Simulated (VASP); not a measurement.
# HfB2 (P6/mmm) in VASP: a series of runs

One crystal, HfB2, is run at these levels: PBE; tasks: single point, relaxation of cell and atoms.

Everything below comes from runs of VASP 6.6.1. Logs are shortened: lines on timing, memory, paths and dates and some standing lists are left out, and cuts for length are marked.

## Step 1: The structure

It takes space group P6/mmm (No. 191, hexagonal). Conventional cell: a = 3.145 Å, b = 3.145 Å, c = 3.487 Å, α = 90.00°, β = 90.00°, γ = 120.00°. Hf (site symmetry 6/mmm) has 12 B at 2.52 Å as nearest neighbours. Around B (site symmetry -6m2) lie 3 B at 1.82 Å.

## Step 2: Single point, PBE

INCAR reads:

```
PREC = Accurate
ENCUT = 520
EDIFF = 1E-6
ISMEAR = 0
SIGMA = 0.1
LREAL = F
LASPH = T
NELM = 100
ALGO = Normal
ISIF = 2
LWAVE = F
LCHARG = F
GGA = PE
NBANDS = 15
```

KPOINTS reads:

```
regular mesh
0
Gamma
  15 15 12
```

POSCAR reads:

```
HfB2
1.0
    3.1450633627      0.0000000000      0.0000000000
   -1.5725316813      2.7237047686      0.0000000000
    0.0000000000      0.0000000000      3.4872976848
Hf B
1 2
Direct
    0.0000000000      0.0000000000      0.0000000000
    0.3333333333      0.6666666667      0.5000000000
    0.6666666667      0.3333333333      0.5000000000
```

Potentials or basis: VASP PAW PBE potentials, release 64 (Hf_pv, B).

On the command line:

```
$ cat potpaw_PBE.64/Hf_pv/POTCAR potpaw_PBE.64/B/POTCAR > POTCAR
$ mpirun -np 1 vasp_std > vasp.out
```

OUTCAR:

```text
PREC = Accurate
   ENCUT = 520
   EDIFF = 1E-6
   ISMEAR = 0
   LREAL = F
   LASPH = T
   NELM = 100
   ISIF = 2
   GGA = PE

 ion  position               nearest neighbor table
   1  0.000  0.000  0.000-   2 2.52   3 2.52   2 2.52   3 2.52   2 2.52   2 2.52   3 2.52   3 2.52
                             3 2.52   3 2.52   2 2.52   2 2.52
   2  0.333  0.667  0.500-   3 1.82   3 1.82   3 1.82   1 2.52   1 2.52   1 2.52   1 2.52   1 2.52
                             1 2.52
   3  0.667  0.333  0.500-   2 1.82   2 1.82   2 1.82   1 2.52   1 2.52   1 2.52   1 2.52   1 2.52
                             1 2.52

  LATTYP: Found a hexagonal cell.
 ALAT       =     3.1450633627
 C/A-ratio  =     1.1088163521

  Lattice vectors:

 A1 = (   3.1450633627,   0.0000000000,   0.0000000000)
 A2 = (  -1.5725316813,   2.7237047686,   0.0000000000)
 A3 = (   0.0000000000,   0.0000000000,   3.4872976848)

Analysis of symmetry for initial positions (statically):
=====================================================================
 Subroutine PRICEL returns:
 Original cell was already a primitive cell.

 Routine SETGRP: Setting up the symmetry group for a
 hexagonal supercell.

 Subroutine GETGRP returns: Found 24 space group operations
 (whereof 24 operations were pure point group operations)
 out of a pool of 24 trial point group operations.

The static configuration has the point symmetry D_6h.

Analysis of symmetry for dynamics (positions and initial velocities):
=====================================================================
 Subroutine PRICEL returns:
 Original cell was already a primitive cell.

 Routine SETGRP: Setting up the symmetry group for a
 hexagonal supercell.

 Subroutine GETGRP returns: Found 24 space group operations
 (whereof 24 operations were pure point group operations)
 out of a pool of 24 trial point group operations.

The dynamic configuration has the point symmetry D_6h.

 Subroutine INISYM returns: Found 24 space group operations
 (whereof 24 operations are pure point group operations),
 and found     1 'primitive' translations

----------------------------------------------------------------------------------------

                                     Primitive cell

  volume of cell :      29.8730

  direct lattice vectors                    reciprocal lattice vectors
     3.145063363  0.000000000  0.000000000     0.317958618  0.183573494  0.000000000
    -1.572531681  2.723704769  0.000000000     0.000000000  0.367146987  0.000000000
     0.000000000  0.000000000  3.487297685     0.000000000  0.000000000  0.286754986

[... 100 lines left out ...]
   ISMEAR =     0;   SIGMA  =   0.10  broadening in eV -4-tet -1-fermi 0-gaus
   EFERMI_NEDOS =   21; number of points for ismear=-14 and -15
   IALGO  =     38    algorithm
   IMIX   =      4    mixing-type and parameters
     AMIX     =   0.40;   BMIX     =  1.00
     AMIX_MAG =   1.60;   BMIX_MAG =  1.00
  volume/ion in A,a.u.               =       9.96        67.20
  Fermi-wavevector in a.u.,A,eV,Ry     =   1.329501  2.512393 24.049290  1.767573
  Thomas-Fermi vector in A             =   2.458659
   LORBIT       =      0    0 simple, 1 ext, 2 COOP (PROOUT), +10 PAW based schemes
   GGA     = PE    functional components
   LHFCALC =     F    Hartree Fock is set to
   AEXX    =    0.0000 exact exchange contribution
   IVDW    =     0    specifies the selected vdW correction
   LEPSILON=     F    determine dielectric tensor
   LRPA    =     F    only Hartree local field effects (RPA)
 non-spin polarized calculation
 Gauss-broadening in eV      SIGMA  =   0.10
  energy-cutoff  :      520.00
  volume of cell :       29.87
 maximum number of plane-waves:       820
 NGX is ok and might be reduce to    24
   NGX = 11   NGY = 11   NGZ = 13

 number of electron      15.9999997 magnetization

 Free energy of the ion-electron system (eV)
  ---------------------------------------------------
  ext. energy  EPLUGINS =         0.00000000
  ---------------------------------------------------
  free energy    TOTEN  =       -26.40173644 eV

  energy without entropy =      -26.40061956  energy(sigma->0) =      -26.40117800

 E-fermi :   7.6564     XC(G=0): -12.5717

 val. band max:        7.6103889557   @ k =   0.4000   0.1333   0.0000
 cond. band min:       7.6738469181   @ k =   0.0667   0.0667   0.4167
 fundamental gap:      0.0634579624
 Fermi energy:         7.6564217386

 k-point     1 :       0.0000    0.0000    0.0000
  band No.  band energies     occupation
      1     -23.0245      2.00000
      2     -22.5317      2.00000
      3     -22.5317      2.00000
      4      -6.0956      2.00000
      5       4.6363      2.00000
      6       4.7454      2.00000
      7       4.7454      2.00000
      8       4.8413      2.00000
      9      11.6282      0.00000
     10      11.6282      0.00000
     11      12.2568      0.00000
     12      12.2568      0.00000
     13      12.5897      0.00000
     14      12.6000      0.00000
[... 401 lines left out ...]
      2     -22.8840      2.00000
      3     -22.8723      2.00000
      4      -1.4413      2.00000
      5      -1.1513      2.00000
      6       1.5605      2.00000
      7       4.0692      2.00000
      8       6.5699      2.00000
      9       7.3911      1.99982
     10      10.5862      0.00000
     11      12.2342      0.00000
     12      14.4713      0.00000
     13      16.4288      0.00000
     14      17.6116      0.00000
     15      17.9847      0.00000

 [... further k-points ...]

------------------------ aborting loop because EDIFF is reached ----------------------------------------

  FORCE on cell =-STRESS in cart. coord.  units (eV):
  Direction    XX          YY          ZZ          XY          YZ          ZX
  --------------------------------------------------------------------------------------
  -------------------------------------------------------------------------------------
  Total       -0.0864763     -0.0864763     -0.0333958     -0.0000000      0.0000000      0.0000000
  in kB       -4.6379839     -4.6379839     -1.7911164     -0.0000000      0.0000000      0.0000000
  external PRESSURE =      -3.6890280 kB  Pullay stress =       0.0000000 kB

 VOLUME and BASIS-vectors are now :
 -----------------------------------------------------------------------------
  energy-cutoff  :      520.00
  volume of cell :       29.87
      direct lattice vectors                 reciprocal lattice vectors
     3.145063363  0.000000000  0.000000000     0.317958618  0.183573494  0.000000000
    -1.572531681  2.723704769  0.000000000     0.000000000  0.367146987  0.000000000
     0.000000000  0.000000000  3.487297685     0.000000000  0.000000000  0.286754986

 POSITION                                       TOTAL-FORCE (eV/Angst)
 -----------------------------------------------------------------------------------
      0.00000      0.00000      0.00000        -0.000000      0.000000      0.000000
     -0.00000      1.81580      1.74365        -0.000000      0.000000      0.000000
      1.57253      0.90790      1.74365         0.000000      0.000000      0.000000
 -----------------------------------------------------------------------------------
    total drift:                               -0.000000      0.000000     -0.000000

  FREE ENERGIE OF THE ION-ELECTRON SYSTEM (eV)
  ---------------------------------------------------
  free  energy   TOTEN  =       -26.4017364351 eV

  energy  without entropy=      -26.4006195639  energy(sigma->0) =      -26.40117800
```

OSZICAR:

```text
N       E                     dE             d eps       ncg     rms          rms(c)
DAV:   1     0.284816265445E+02    0.28482E+02   -0.80710E+03  5670   0.102E+03
DAV:   2    -0.272495291200E+02   -0.55731E+02   -0.52074E+02  7586   0.218E+02
DAV:   3    -0.287670788677E+02   -0.15175E+01   -0.15112E+01  7364   0.265E+01
DAV:   4    -0.287732065461E+02   -0.61277E-02   -0.61251E-02  6832   0.209E+00
DAV:   5    -0.287732444930E+02   -0.37947E-04   -0.37945E-04  7469   0.144E-01    0.520E+01
DAV:   6    -0.265173483759E+02    0.22559E+01   -0.27648E+00  6818   0.120E+01    0.382E+01
DAV:   7    -0.264662568714E+02    0.51092E-01   -0.92336E-01  7280   0.704E+00    0.117E+01
DAV:   8    -0.264063294739E+02    0.59927E-01   -0.23119E-01  6685   0.364E+00    0.161E+00
DAV:   9    -0.264019427448E+02    0.43867E-02   -0.19439E-02  6629   0.112E+00    0.395E-01
DAV:  10    -0.264017302591E+02    0.21249E-03   -0.82336E-04  7084   0.240E-01    0.258E-01
DAV:  11    -0.264017391412E+02   -0.88821E-05   -0.58181E-05  6916   0.576E-02    0.111E-01
DAV:  12    -0.264017363869E+02    0.27544E-05   -0.33902E-06  6706   0.133E-02    0.933E-03
DAV:  13    -0.264017364351E+02   -0.48247E-07   -0.24278E-07  3255   0.410E-03
   1 F= -.26401736E+02 E0= -.26401178E+02  d E =-.111687E-02
```

Run time: 56 s. Hardware: 1 thread of Intel Xeon Platinum 8488C (Sapphire Rapids), shared host; peak memory 0.21 GiB.

Results:

```yaml
Free_energy: -26.4017 eV
Pressure: -0.4 GPa
Band_gap_on_the_k_mesh: none (metal or under the smearing width)
```

## Step 3: Single point, PBE

INCAR reads:

```
SYSTEM = HfB2
ALGO = Normal
EDIFF = 1E-7
ENCUT = 520
GGA = PE
ISIF = 2
ISMEAR = 0
LASPH = .TRUE.
LCHARG = .FALSE.
LREAL = .FALSE.
LWAVE = .FALSE.
NBANDS = 15
NELM = 100
PREC = Accurate
SIGMA = 0.1
```

KPOINTS reads:

```
k-points
0
G
  15 15 12
  0 0 0
```

POSCAR is that of step 2.

Potentials or basis: VASP PAW PBE potentials, release 64 (Hf_pv, B).

On the command line:

```
$ cat potpaw_PBE.64/Hf_pv/POTCAR potpaw_PBE.64/B/POTCAR > POTCAR
$ mpirun -np 1 vasp_std > vasp.out
```

Run time: 53 s. Hardware: 1 thread of Intel Xeon Platinum 8488C (Sapphire Rapids), shared host; peak memory 0.21 GiB.

Results (log left out):

* Free energy: -26.4017 eV
* Pressure: -0.4 GPa
* Band gap on the k mesh: none (metal or under the smearing width)

Stress tensor (GPa, compression positive):
```
-0.46  0.00  0.00
 0.00 -0.46  0.00
 0.00  0.00 -0.18
```

Levels at points of the mesh, in eV from the Fermi level:
```tsv
k point	band 4	band 5	band 6	band 7	band 8	band 9	band 10	band 11	band 12	band 13
(0.00, 0.00, 0.00)	-13.75	-3.02	-2.91	-2.91	-2.82	3.97	3.97	4.60	4.60	4.93
(0.00, 0.00, 0.50)	-11.37	-8.37	-1.22	-1.22	0.29	0.29	0.97	0.97	2.18	5.04
```

Spin-orbit coupling is left out, which matters for the levels of Hf.

## Step 4: Relaxation of cell and atoms, PBE

This run uses another cell than the first one, of 9.90 Å³/atom, 0.995 times its volume.

INCAR reads:

```
ALGO = Normal ; EDIFF = 1E-6
EDIFFG = -0.005 ; ENCUT = 600
GGA = PE ; IBRION = 2
ISIF = 3 ; ISMEAR = 0
LASPH = True ; LCHARG = False
LREAL = False ; LWAVE = False
NELM = 100 ; NSW = 100
PREC = Accurate ; SIGMA = 0.1
```

KPOINTS reads:

```
k-points
0
Gamma
  15 15 12
```

POSCAR reads:

```
HfB2
1.0
    3.1400000000      0.0000000000      0.0000000000
   -1.5700000000      2.7193197679      0.0000000000
    0.0000000000      0.0000000000      3.4800000000
Hf B
1 2
Direct
    0.0000000000      0.0000000000      0.0000000000
    0.3333333333      0.6666666667      0.5000000000
    0.6666666667      0.3333333333      0.5000000000
```

On the command line:

```
$ cat potpaw_PBE.64/Hf_pv/POTCAR potpaw_PBE.64/B/POTCAR > POTCAR
$ mpirun -np 1 vasp_std > vasp.out
```

Run time: 2.7 min. Hardware: 1 thread of Intel Xeon Platinum 8488C (Sapphire Rapids), shared host; peak memory 0.24 GiB.

The run converged. Its results:

* Free energy: -26.4038 eV
* Relaxed volume: 9.94 Å³/atom
* Relaxed cell: a = 3.143 Å, b = 3.143 Å, c = 3.487 Å, α = 90.00°, β = 90.00°, γ = 120.00°
* Space group after relaxing (to 0.05 Å): P6/mmm (No. 191)
* Energy gained by relaxing: 0.1 meV/atom
* Ionic steps: 4
* Pressure after relaxing: 0.0 GPa
* Band gap on the k mesh: none (metal or under the smearing width)

Step by step:
```csv
step,energy change (eV),largest force (eV/Å),pressure (GPa),volume (Å³)
1,0.0000,0.0000,0.96,29.71
2,0.0002,0.0000,-1.20,29.97
3,-0.0003,0.0000,-0.02,29.83
4,-0.0004,0.0000,0.01,29.83
```

Final structure:
```cif
data_structure
_symmetry_space_group_name_H-M 'P 1'
_symmetry_Int_Tables_number 1
_cell_length_a 3.1428
_cell_length_b 3.1428
_cell_length_c 3.4871
_cell_angle_alpha 90.000
_cell_angle_beta 90.000
_cell_angle_gamma 120.000
_cell_volume 29.83
loop_
_atom_site_label
_atom_site_type_symbol
_atom_site_fract_x
_atom_site_fract_y
_atom_site_fract_z
_atom_site_occupancy
Hf1 Hf 0.00000 0.00000 0.00000 1
B1 B 0.33333 0.66667 0.50000 1
B2 B 0.66667 0.33333 0.50000 1
```

Levels at points of the mesh, in eV from the Fermi level:
```csv
k point,band 5,band 6,band 7,band 8,band 9,band 10,band 11,band 12
"(0.00, 0.00, 0.00)",-3.03,-2.91,-2.91,-2.82,3.98,3.98,4.60,4.60
"(0.00, 0.00, 0.50)",-8.38,-1.22,-1.22,0.30,0.30,0.97,0.97,2.17
```

Spin-orbit coupling is left out, which matters for the levels of Hf. Zero-point motion and thermal expansion aren't in these numbers.
